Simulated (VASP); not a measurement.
Set up this calculation in VASP 6.6.1, as the native input.

| Quantity | Value |
| --- | --- |
| Task | relaxation of shape and atoms at fixed volume |
| Functional | PBEsol |
| Potentials or basis | VASP PAW PBE potentials, release 64 (Ti_sv) |
| Cutoff | 600 eV |
| k mesh | 15 × 15 × 8 |
| Occupations | methfessel-paxton, width 0.1 eV |
| Spin | no spin polarisation |
| Further INCAR settings | ALGO = Normal; EDIFF = 1e-07; IBRION = 2; EDIFFG = -0.01; NSW = 40; ISIF = 4 |

The structure of Ti lies in POSCAR:

```
Ti                                      
1.0
    2.9590183842      0.0000000000      0.0000000000
   -1.4795091921      2.5625850910      0.0000000000
    0.0000000000      0.0000000000      4.6647431433
  Ti            
     2
Direct
     0.3333333332999970    0.6666666667000030    0.2500000000000000
     0.6666666667000030    0.3333333332999970    0.7500000000000000
```

The cell isn't the ideal one: a relaxed cell with its volume scaled by 1.06.

One way to write it, as run:

INCAR

```
PREC = Accurate ; ENCUT = 600
EDIFF = 1E-7 ; ISMEAR = 1
SIGMA = 0.1 ; LREAL = False
LASPH = True ; NELM = 80
ALGO = Normal ; ISIF = 4
LWAVE = False ; LCHARG = False
GGA = PS ; IBRION = 2
NSW = 40 ; EDIFFG = -0.01
```

KPOINTS

```
Automatic mesh
0
Gamma
  15 15 8
```

Potentials or basis: VASP PAW PBE potentials, release 64 (Ti_sv).

The run is started by

```bash
$ cat potpaw_PBE.64/Ti_sv/POTCAR > POTCAR
$ mpirun -np 1 vasp_std > vasp.out
```

Results of the run:

The energy gained by relaxing is 0.0 meV/atom and the ionic steps are 2. The pressure after relaxing is -6.2 GPa. The band gap on the k mesh is none (metal or under the smearing width).

Caveat: the PAW data sets were made with another functional, which shifts forces and pressure a little.

Run time: 110 s on 1 thread of Intel(R) Xeon(R) Platinum 8488C (Sapphire Rapids) (shared host), peak memory 0.21 GiB.
